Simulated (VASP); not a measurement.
Here is a VASP 6.6.1 calculation.

Contents of INCAR:

```
SYSTEM = C
ALGO = Normal
EDIFF = 1E-6
ENCUT = 520
GGA = PE
ISIF = 2
ISMEAR = 0
LASPH = .True.
LCHARG = .False.
LREAL = .False.
LWAVE = .False.
NBANDS = 13
NELM = 100
PREC = Accurate
SIGMA = 0.1
```

The input KPOINTS:

```
k-points
0
Gamma
  18 18 18
  0 0 0
```

POSCAR

```
C
1.0
    2.6197199105      0.0000000000      0.0000000000
    0.0000000000      2.6197199105      0.0000000000
    0.0000000000      0.0000000000      2.6197199105
C
3
Direct
    0.0000000000      0.5000000000      0.5000000000
    0.5000000000      0.0000000000      0.5000000000
    0.5000000000      0.5000000000      0.0000000000
```

Potentials or basis: VASP PAW PBE potentials, release 64 (C).

Launch:

```bash
$ cat potpaw_PBE.64/C/POTCAR > POTCAR
$ mpirun -np 1 vasp_std > vasp.out
```

**Question.** Estimate the pressure.

**Answer.** -0.2 GPa.

**Question.** Predict the band gap on the k mesh.

**Answer.** None (metal or under the smearing width).
